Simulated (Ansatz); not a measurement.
# Ge (Cmcm) in Ansatz: notebook, part 2 of 2

Ansatz 0.2.0. The steps go on from the part before.

**5. Relaxation of cell and atoms, RPBE**

input.yaml

```yaml
crystal:
  lattice:
    - [1.488052925, -2.59468961, 0.0]
    - [1.488052925, 2.59468961, 0.0]
    - [0.0, 0.0, 4.72759579]
  atoms:
    - { symbol: Ge, position: [0.33344663, 0.66655337, 0.25] }
    - { symbol: Ge, position: [0.66655337, 0.33344663, 0.75] }
hamiltonian:
  xc: rpbe
  pseudopotentials: { kind: paw }
kpoints:
  mp_grid: { grid: [10, 10, 6] }
scf:
  occupations: { method: fermi_dirac, width: 0.05 }
output:
  forces: true
  stress: true
  eigenvalues: true
relax:
  f_tol: 0.01
  max_steps: 40
  cell: { stress_tol: 0.05 }
```

Potentials or basis: Ansatz PAW.

The run is started by

```
> ansatz run input.yaml --threads 2 --pin off --max-ram 5632MiB --backend cpu --events-out ev --progress --plain --runs-dir out
```

The program printed:

```text
Warning: RAYON_NUM_THREADS=2 ignored (pool sized by the plan → 2); use --threads N
Engine: ansatz 0.2.0, aarch64-unknown-linux-gnu
Pseudopotentials: kind: paw
Pseudopotential: Ge, paw, valence charge 14, recommended cutoff 420 eV (normal), Ge.paw.azcp
Functional definition: RPBE
  parameter kappa = 0.804
  parameter beta = 0.06672455060314922
  exchange = rpbe_x(kappa = kappa, mu = beta*pi^2/3)
  correlation = pbe_c(beta = beta)
Crystal: 2 atoms, lattice volume = 36.507 Å³
Basis set: ecut = 420 eV, 695 PW (Γ), exchange–correlation on 40×40×64 points (8 copies of the dense FFT grid, shifted against one another)
Bands: 18, of which v1, the nominal top of the filled ones, is band 14 counted from 1 (13 counted from 0)
Symmetry: 8 space group operations
Space group: Cmcm (ITA 63), of the structure as read, at distance tolerance 3.3e-5 Å
k-points: 124 of 600
Non-local potential: Ge, projectors of the file, l = 0: 2, l = 1: 2, l = 2: 3, l = 3: 1
PAW form: soft (Blöchl's): semilocal exchange-correlation on the pseudo side does not see the compensation charge
PAW frozen core: Ge, regenerated for the run's functional, and the local potential with it (the file was generated under x = pbe(κ = 0.804, μ = 0.2195149727645171), c = pbe(β = 0.06672455060314922))
PAW one-centre angular grid: Ge, 590 points (default); XC on 64 Gauss nodes
Initial density: superposition of atomic densities (neutral atoms: chi_scale 0, normalization atom), corrected by the library's trained network
Initial wavefunctions: pseudopotential atomic-orbital guess
Functional: x = rpbe, c = pbe(β = 0.06672455060314922)
[... 79 lines left out ...]
  E_vxc        = -127.736327  (∫ρ·V_xc dr)
  E_paw        = -4042.660465  (= ΣΔE_a)
  E_vpaw       = -608.075382  (= ΣTr[D̂ρ^β])
  E_aug_tail   = 0.000601  (compensation charges beyond the density's cutoff)
  E_ewald      = -3014.796884
  E_core_change = -0.363813  (= ΣΔE_core)
  E_smearing   = -0.007731  (= −TS)
  E_closure    = 0.000000  (closes the sum)
  Σ components = -8600.737880   (vs F -8600.737880, Δ=0.00e0)
--- Forces (eV/Å), atoms counted from 1 ---
  atom   1  Ge     0.00000000    -0.00074115     0.00000000
  atom   2  Ge    -0.00000000     0.00074115    -0.00000000
  max |Σ_I F_I| component: 0.00e0 eV/Å
--- Stress (GPa, compression-positive) ---
       -0.006533      -0.000000      -0.000000
       -0.000000       0.047232      -0.000000
       -0.000000      -0.000000       0.033472
  P = ⅓ Tr σ = 0.0247 GPa (0.247 kbar)
--- Band table (eV; the first three rows and the last of 124) ---
  k-point 0: bands = ["-14.2021", "-14.1992", "-14.1990", "-14.1944", "-14.1930", "-14.1884", "-14.1759", "-14.1746", "-14.1225", "-14.1215", "-2.2429", "2.8826", "5.3007", "16.8375", "17.0259", "18.6949", "18.8781", "19.4192"]
  k-point 1: bands = ["-14.2031", "-14.2007", "-14.1990", "-14.1977", "-14.1949", "-14.1904", "-14.1690", "-14.1673", "-14.1246", "-14.1235", "-2.0732", "1.8566", "6.6584", "16.9647", "17.1525", "17.7839", "18.6113", "18.7920"]
  k-point 2: bands = ["-14.2053", "-14.2005", "-14.2001", "-14.2000", "-14.1982", "-14.1949", "-14.1555", "-14.1538", "-14.1311", "-14.1298", "-1.5648", "0.4433", "9.0586", "14.8391", "17.3243", "17.5085", "18.3171", "18.4950"]
  k-point 123: bands = ["-14.2263", "-14.2263", "-14.2077", "-14.2077", "-14.1584", "-14.1584", "-14.1198", "-14.1198", "-14.1178", "-14.1178", "3.5355", "3.5355", "5.8904", "5.8904", "14.6804", "14.6804", "15.0103", "15.0103"]
--- Relaxed structure (5 steps of the walk, 5 accepted, 1 SCFs on fresh bases) ---
  F+E_penalty+E_count = -8600.73788017 eV   max|allowed force component| = 7.411e-4 eV/Å   (the final SCF, on the basis selected at the relaxed cell)
  cell:  # Å, volume = 39.5288 Å³
    - [1.5135337932177684, -2.651596106364117, 0.0]
    - [1.5135337932177684, 2.651596106364117, 0.0]
    - [0.0, 0.0, 4.92475184101193]
  atoms:
    - { symbol: Ge, position: [0.333586527383528, 0.6664134726164719, 0.25] }
    - { symbol: Ge, position: [0.6664134726164719, 0.333586527383528, 0.7500000000000001] }
```

Wall time 11 s (2 threads of Arm Neoverse V2, shared host); peak memory 0.37 GiB.

What came out:

| Quantity | Value |
| --- | --- |
| Free energy | -8600.7379 eV |
| Relaxed volume | 19.76 Å³/atom |
| Relaxed cell | a = 3.053 Å, b = 3.053 Å, c = 4.925 Å, α = 90.00°, β = 90.00°, γ = 120.56° |
| Space group after relaxing (to 0.05 Å) | P6_3/mmc (No. 194) |
| Energy gained by relaxing | 28.8 meV/atom |
| Ionic steps | 6 |
| Pressure after relaxing | 0.0 GPa |
| Band gap on the k mesh | none (metal or under the smearing width) |

The path:
| step | energy change (eV) | largest force (eV/Å) | volume (Å³) |
| --- | --- | --- | --- |
| 1 | 0.0000 | 0.0012 | 36.51 |
| 2 | -0.0495 | 0.0014 | 40.74 |
| 3 | -0.0565 | 0.0003 | 39.70 |
| 4 | -0.0567 | 0.0008 | 39.54 |
| 5 | -0.0567 | 0.0007 | 39.53 |
| 6 | -0.0576 | 0.0007 | 39.53 |

Final structure:
```xyz
2
Lattice="1.5135 -2.6516 0.0000 1.5135 2.6516 0.0000 0.0000 0.0000 4.9248" Properties=species:S:1:pos:R:3 pbc="T T T"
Ge    1.5135    0.8825    1.2312
Ge    1.5135   -0.8825    3.6936
```

Levels at points of the mesh, in eV from the Fermi level:
```csv
k point,band 11,band 12,band 13,band 14,band 15,band 16,band 17,band 18
"(0.00, 0.00, 0.00)",-12.77,-7.64,-5.22,6.31,6.50,8.17,8.35,8.90
"(0.00, 0.00, -0.50)",-11.24,-11.24,1.31,1.31,7.31,7.31,7.49,7.49
"(0.00, -0.50, 0.00)",-8.12,-6.79,-2.57,-1.45,-0.79,1.41,2.43,6.33
"(0.00, -0.50, -0.50)",-6.87,-6.87,-4.59,-4.59,3.91,3.91,4.47,4.47
"(-0.50, -0.50, 0.00)",-8.23,-6.87,-2.62,-1.49,-0.89,1.35,2.68,6.56
"(-0.50, -0.50, -0.50)",-6.99,-6.99,-4.63,-4.63,4.16,4.16,4.49,4.49
```

Caveat: the plane-wave basis is chosen anew once the cell has moved, so the energies of steps on either side of that aren't comparable; the PAW data sets come from PBE, with cores solved anew for the run's functional, which leaves a small shift of forces and pressure.

**6. The runs side by side**

```tsv
level	gap on the mesh (eV)	pressure (GPa)	relaxed volume (Å³/atom)
LDA	none	0.0	17.92
PBE	none	0.0	19.29
PBEsol	none	0.0	18.36
RPBE	none	0.0	19.76
```

Alike in all rows: task relaxation of cell and atoms; potentials or basis Ansatz PAW; no spin polarisation; cell relaxed; k mesh 10 × 10 × 6; cutoff (eV) 420; smearing fermi-dirac 0.05 eV.

Caveats: the plane-wave basis is chosen anew once the cell has moved, so the energies of steps on either side of that aren't comparable; the PAW data sets come from PBE, with cores solved anew for the run's functional, which leaves a small shift of forces and pressure (some runs).

Total energies depend on the potentials used, so only differences within one code and one set of settings carry meaning.
